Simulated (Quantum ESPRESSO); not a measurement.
# black phosphorene, 1 layer, stepped through strain along the second axis, part 4 of 6

Aim: how the results for black phosphorene, 1 layer change with strain along the second axis.

Quantum ESPRESSO 7.5; plane-wave DFT, PBE, GBRV ultrasoft pseudopotentials.

So far. Step 3 (Relaxing the ions, -4 %): The relaxation lowers the energy by 1 meV an atom. Step 6 (Band structure, -4 %): Along this path the valence top lies near Γ and the conduction bottom at Γ.

## Step 7: Relaxation with pw.x, -3 %

The input, m1.relax.in:

```
&control
  prefix = 'm1.relax'
  outdir = './out'
  pseudo_dir = './pseudo'
  nstep = 40
  forc_conv_thr = 0.0003
  calculation = 'relax'
  tstress = .true.
/
&system
  ibrav = 0
  nat = 4
  ntyp = 1
  ecutwfc = 50
  ecutrho = 250
  occupations = 'smearing'
  smearing = 'fd'
  degauss = 0.002
/
&electrons
  conv_thr = 1e-09
  mixing_beta = 0.4
  electron_maxstep = 120
  mixing_mode = 'plain'
/
&ions
/
ATOMIC_SPECIES
  P   30.9738  p_pbe_v1.5.uspp.F.UPF
CELL_PARAMETERS angstrom
  4.62062627700000 0.00000000000000 0.00000000000000
  0.00000000000000 3.20239021661000 0.00000000000000
  0.00000000000000 0.00000000000000 17.24000000000000
ATOMIC_POSITIONS crystal
  P   0.088876791600 0.000000000000 0.438878701600
  P   0.411439913100 0.500000000000 0.438883251500
  P   0.588560086900 0.500000000000 0.561116748500
  P   0.911123208400 0.000000000000 0.561121298400
K_POINTS automatic
  8 10 1 0 0 0
```

The run is started by

```
$ OMP_NUM_THREADS=1 mpirun -n 4 pw.x -nk 4 -in m1.relax.in > m1.relax.out
```

Log:

```text
[banner, memory and clock lines left out]
Program PWSCF v.7.5 starts
[...]
Message from routine setup:
[...]
number of electrons       =        20.00
     number of Kohn-Sham states=           14
     kinetic-energy cutoff     =      50.0000  Ry
     charge density cutoff     =     250.0000  Ry
[...]
number of k points=    30  Fermi-Dirac smearing, width (Ry)=  0.0020
[...]
Dense  grid:   114951 G-vectors     FFT dimensions: (  45,  32, 180)
[...]
negative rho (up, down):  7.028E-05 0.000E+00
     Starting wfcs are   16 randomized atomic wfcs
[...]
negative rho (up, down):  9.306E-06 0.000E+00
[...]
estimated scf accuracy    <       0.06797105 Ry
[...]
negative rho (up, down):  5.939E-05 0.000E+00
[...]
estimated scf accuracy    <       0.01973783 Ry
[...]
negative rho (up, down):  7.896E-05 0.000E+00
[...]
estimated scf accuracy    <       0.00072326 Ry
[...]
negative rho (up, down):  9.388E-05 0.000E+00
[...]
estimated scf accuracy    <       0.00027109 Ry
[...]
negative rho (up, down):  1.032E-04 0.000E+00
[...]
estimated scf accuracy    <       0.00004409 Ry
[...]
negative rho (up, down):  1.088E-04 0.000E+00
[...]
estimated scf accuracy    <       0.00000271 Ry
[...]
negative rho (up, down):  1.124E-04 0.000E+00
[...]
estimated scf accuracy    <       0.00000036 Ry
[...]
negative rho (up, down):  1.146E-04 0.000E+00
[...]
estimated scf accuracy    <       0.00000018 Ry
[...]
negative rho (up, down):  1.160E-04 0.000E+00
[...]
estimated scf accuracy    <       0.00000001 Ry
[...]
negative rho (up, down):  1.181E-04 0.000E+00
[...]
the Fermi energy is    -1.0627 ev
!    total energy              =     -62.06169076 Ry
     estimated scf accuracy    <          2.3E-10 Ry
     smearing contrib. (-TS)   =      -0.00000000 Ry
     internal energy E=F+TS    =     -62.06169075 Ry
[...]
one-electron contribution =    -288.06756937 Ry
     hartree contribution      =     147.66617079 Ry
     xc contribution           =     -23.65711710 Ry
     ewald contribution        =     101.99682492 Ry
     convergence has been achieved in  10 iterations
     negative rho (up, down):  1.181E-04 0.000E+00
[...]
Total force =     0.013211     Total SCF correction =     0.000012
[...]
negative rho (up, down):  1.181E-04 0.000E+00
[...]
negative rho (up, down):  1.182E-04 0.000E+00
[...]
negative rho (up, down):  1.180E-04 0.000E+00
[...]
estimated scf accuracy    <       0.00000295 Ry
[...]
negative rho (up, down):  1.180E-04 0.000E+00
[...]
estimated scf accuracy    <       0.00000084 Ry
[...]
negative rho (up, down):  1.180E-04 0.000E+00
[...]
estimated scf accuracy    <       0.00000004 Ry
[...]
negative rho (up, down):  1.180E-04 0.000E+00
[...]
estimated scf accuracy    <          5.0E-09 Ry
[...]
negative rho (up, down):  1.181E-04 0.000E+00
[...]
the Fermi energy is    -1.0657 ev
!    total energy              =     -62.06182454 Ry
     estimated scf accuracy    <          6.2E-10 Ry
     smearing contrib. (-TS)   =      -0.00000000 Ry
     internal energy E=F+TS    =     -62.06182454 Ry
[...]
one-electron contribution =    -287.89854837 Ry
     hartree contribution      =     147.58679134 Ry
     xc contribution           =     -23.65072242 Ry
     ewald contribution        =     101.90065491 Ry
     convergence has been achieved in   5 iterations
     negative rho (up, down):  1.181E-04 0.000E+00
[...]
Total force =     0.007187     Total SCF correction =     0.000036
[...]
negative rho (up, down):  1.181E-04 0.000E+00
[...]
negative rho (up, down):  1.179E-04 0.000E+00
[...]
negative rho (up, down):  1.178E-04 0.000E+00
[...]
estimated scf accuracy    <       0.00000342 Ry
[...]
negative rho (up, down):  1.179E-04 0.000E+00
[...]
estimated scf accuracy    <       0.00000101 Ry
[...]
negative rho (up, down):  1.179E-04 0.000E+00
[...]
estimated scf accuracy    <       0.00000004 Ry
[...]
negative rho (up, down):  1.180E-04 0.000E+00
[...]
estimated scf accuracy    <          3.3E-09 Ry
[...]
negative rho (up, down):  1.180E-04 0.000E+00
[...]
estimated scf accuracy    <          6.5E-10 Ry
[...]
negative rho (up, down):  1.180E-04 0.000E+00
[...]
estimated scf accuracy    <          2.1E-10 Ry
[...]
negative rho (up, down):  1.180E-04 0.000E+00
[...]
the Fermi energy is    -1.0707 ev
!    total energy              =     -62.06188446 Ry
     estimated scf accuracy    <          8.5E-12 Ry
     smearing contrib. (-TS)   =      -0.00000000 Ry
     internal energy E=F+TS    =     -62.06188446 Ry
[...]
one-electron contribution =    -287.63570402 Ry
     hartree contribution      =     147.46139118 Ry
     xc contribution           =     -23.64309229 Ry
     ewald contribution        =     101.75552067 Ry
     convergence has been achieved in   7 iterations
     negative rho (up, down):  1.180E-04 0.000E+00
[...]
Total force =     0.002052     Total SCF correction =     0.000004
[...]
negative rho (up, down):  1.180E-04 0.000E+00
[...]
negative rho (up, down):  1.179E-04 0.000E+00
[...]
negative rho (up, down):  1.179E-04 0.000E+00
[...]
estimated scf accuracy    <       0.00000028 Ry
[...]
negative rho (up, down):  1.180E-04 0.000E+00
[...]
estimated scf accuracy    <       0.00000008 Ry
[...]
negative rho (up, down):  1.180E-04 0.000E+00
[...]
estimated scf accuracy    <          3.1E-09 Ry
[...]
negative rho (up, down):  1.180E-04 0.000E+00
[...]
estimated scf accuracy    <          6.3E-10 Ry
[...]
negative rho (up, down):  1.180E-04 0.000E+00
[...]
estimated scf accuracy    <          1.6E-10 Ry
[...]
negative rho (up, down):  1.180E-04 0.000E+00
[...]
the Fermi energy is    -1.0732 ev
!    total energy              =     -62.06188930 Ry
     estimated scf accuracy    <          2.7E-12 Ry
     smearing contrib. (-TS)   =      -0.00000000 Ry
     internal energy E=F+TS    =     -62.06188930 Ry
[...]
one-electron contribution =    -287.52039328 Ry
     hartree contribution      =     147.40538979 Ry
     xc contribution           =     -23.64092942 Ry
     ewald contribution        =     101.69404361 Ry
     convergence has been achieved in   6 iterations
     negative rho (up, down):  1.180E-04 0.000E+00
[...]
Total force =     0.001335     Total SCF correction =     0.000002
[...]
negative rho (up, down):  1.180E-04 0.000E+00
[...]
negative rho (up, down):  1.179E-04 0.000E+00
[...]
negative rho (up, down):  1.179E-04 0.000E+00
[...]
estimated scf accuracy    <       0.00000021 Ry
[...]
negative rho (up, down):  1.180E-04 0.000E+00
[...]
estimated scf accuracy    <       0.00000005 Ry
[...]
negative rho (up, down):  1.180E-04 0.000E+00
[...]
estimated scf accuracy    <          4.0E-09 Ry
[...]
negative rho (up, down):  1.180E-04 0.000E+00
[...]
estimated scf accuracy    <          5.9E-10 Ry
[...]
negative rho (up, down):  1.180E-04 0.000E+00
[...]
estimated scf accuracy    <          1.8E-10 Ry
[...]
negative rho (up, down):  1.180E-04 0.000E+00
[...]
the Fermi energy is    -1.0755 ev
!    total energy              =     -62.06189148 Ry
     estimated scf accuracy    <          5.7E-12 Ry
     smearing contrib. (-TS)   =      -0.00000000 Ry
     internal energy E=F+TS    =     -62.06189148 Ry
[...]
one-electron contribution =    -287.42093127 Ry
     hartree contribution      =     147.35662866 Ry
     xc contribution           =     -23.63960310 Ry
     ewald contribution        =     101.64201423 Ry
     convergence has been achieved in   6 iterations
     negative rho (up, down):  1.180E-04 0.000E+00
[...]
Total force =     0.000638     Total SCF correction =     0.000002
[...]
negative rho (up, down):  1.180E-04 0.000E+00
[...]
negative rho (up, down):  1.180E-04 0.000E+00
[...]
negative rho (up, down):  1.180E-04 0.000E+00
[...]
estimated scf accuracy    <       0.00000004 Ry
[...]
negative rho (up, down):  1.180E-04 0.000E+00
[...]
estimated scf accuracy    <          9.2E-09 Ry
[...]
negative rho (up, down):  1.180E-04 0.000E+00
[...]
estimated scf accuracy    <          1.2E-09 Ry
[...]
negative rho (up, down):  1.180E-04 0.000E+00
[...]
estimated scf accuracy    <          1.1E-10 Ry
[...]
negative rho (up, down):  1.180E-04 0.000E+00
[...]
the Fermi energy is    -1.0763 ev
!    total energy              =     -62.06189191 Ry
     estimated scf accuracy    <          7.7E-12 Ry
     smearing contrib. (-TS)   =      -0.00000000 Ry
     internal energy E=F+TS    =     -62.06189191 Ry
[...]
one-electron contribution =    -287.38813955 Ry
     hartree contribution      =     147.34034883 Ry
     xc contribution           =     -23.63940437 Ry
     ewald contribution        =     101.62530319 Ry
     convergence has been achieved in   5 iterations
     negative rho (up, down):  1.180E-04 0.000E+00
[...]
Total force =     0.000180     Total SCF correction =     0.000003
[...]
negative rho (up, down):  1.180E-04 0.000E+00
[...]
```

Elapsed: 2.1 min, on 4 MPI ranks of Intel Xeon at 2.70GHz, shared host; peak memory 0.8 GiB.

Relaxation path:

| step | energy less that of the first step (eV) | largest force (eV/Å) |
| --- | --- | --- |
| 1 | 0.0000 | 0.1738 |
| 2 | -0.0018 | 0.0956 |
| 3 | -0.0026 | 0.0268 |
| 4 | -0.0027 | 0.0181 |
| 5 | -0.0027 | 0.0095 |
| 6 | -0.0027 | 0.0032 |

Numbers from this step:

| Item | Value |
| --- | --- |
| free energy | -844.3951 eV |
| Fermi energy | -1.076 eV |

## Step 8: SCF with pw.x, -3 %

The input, m1.scf.in:

```
&control
  prefix = 'm1.scf'
  outdir = './out'
  pseudo_dir = './pseudo'
  calculation = 'scf'
  tprnfor = .true.
/
&system
  ibrav = 0
  nat = 4
  ntyp = 1
  ecutwfc = 40
  ecutrho = 200
  occupations = 'smearing'
  smearing = 'fd'
  degauss = 0.002
  nbnd = 14
/
&electrons
  conv_thr = 1e-09
  mixing_beta = 0.4
  electron_maxstep = 120
  mixing_mode = 'plain'
/
ATOMIC_SPECIES
  P   30.9738  p_pbe_v1.5.uspp.F.UPF
CELL_PARAMETERS angstrom
  4.62062627700000 0.00000000000000 0.00000000000000
  0.00000000000000 3.20239021661000 0.00000000000000
  0.00000000000000 0.00000000000000 17.24000000000000
ATOMIC_POSITIONS crystal
  P   0.087176315000 0.000000000000 0.438634324200
  P   0.412925475700 0.500000000000 0.438635396800
  P   0.587074524300 0.500000000000 0.561364603200
  P   0.912823685000 0.000000000000 0.561365675800
K_POINTS automatic
  8 10 1 0 0 0
```

The run is started by

```
$ OMP_NUM_THREADS=1 mpirun -n 4 pw.x -nk 4 -in m1.scf.in > m1.scf.out
```

Log:

```text
[banner, memory and clock lines left out]
Program PWSCF v.7.5 starts
[...]
Message from routine setup:
[...]
number of electrons       =        20.00
     number of Kohn-Sham states=           14
     kinetic-energy cutoff     =      40.0000  Ry
     charge density cutoff     =     200.0000  Ry
[...]
number of k points=    30  Fermi-Dirac smearing, width (Ry)=  0.0020
[...]
Dense  grid:    82271 G-vectors     FFT dimensions: (  40,  27, 150)
[...]
negative rho (up, down):  9.803E-05 0.000E+00
     Starting wfcs are   16 randomized atomic wfcs
[...]
negative rho (up, down):  1.580E-04 0.000E+00
[...]
estimated scf accuracy    <       0.06689544 Ry
[...]
negative rho (up, down):  2.244E-04 0.000E+00
[...]
estimated scf accuracy    <       0.01944065 Ry
[...]
negative rho (up, down):  2.391E-04 0.000E+00
[...]
estimated scf accuracy    <       0.00070898 Ry
[...]
negative rho (up, down):  2.494E-04 0.000E+00
[...]
estimated scf accuracy    <       0.00025205 Ry
[...]
negative rho (up, down):  2.551E-04 0.000E+00
[...]
estimated scf accuracy    <       0.00003887 Ry
[...]
negative rho (up, down):  2.585E-04 0.000E+00
[...]
estimated scf accuracy    <       0.00000242 Ry
[...]
negative rho (up, down):  2.611E-04 0.000E+00
[...]
estimated scf accuracy    <       0.00000041 Ry
[...]
negative rho (up, down):  2.626E-04 0.000E+00
[...]
estimated scf accuracy    <       0.00000017 Ry
[...]
negative rho (up, down):  2.636E-04 0.000E+00
[...]
estimated scf accuracy    <          6.4E-09 Ry
[...]
negative rho (up, down):  2.652E-04 0.000E+00
[...]
the Fermi energy is    -1.0763 ev
!    total energy              =     -62.06180036 Ry
     estimated scf accuracy    <          3.3E-10 Ry
     smearing contrib. (-TS)   =      -0.00000000 Ry
     internal energy E=F+TS    =     -62.06180036 Ry
[...]
one-electron contribution =    -287.38766429 Ry
     hartree contribution      =     147.34006058 Ry
     xc contribution           =     -23.63949981 Ry
     ewald contribution        =     101.62530317 Ry
     convergence has been achieved in  10 iterations
     negative rho (up, down):  2.652E-04 0.000E+00
[...]
Total force =     0.000187     Total SCF correction =     0.000017
[...]
```

Run time: 20 s. Hardware: 4 MPI ranks; peak memory 0.45 GiB.

This step gave:

* free energy: -844.3938 eV
* valence top, on the run's zero: -1.462 eV
* conduction bottom, on the run's zero: -0.7192 eV
* gap by band count: 0.7425 eV

(Continued in part 5 of 6.)

[Logs are printed without paths, hosts, clocks, repeated set-up lines and the standing remarks that a program may print on its own settings, such as how far it seeks lower states.]

[Hosts, paths, dates, database ids (printed as entryN), source tags and the programs' standing remarks are cut or masked in the printed files.]

[Maps of the electrostatic potential energy from Ansatz leave out the sawtooth potential of an applied field or a dipole correction, so their vacuum need not be flat; planar profiles and work functions include it.]
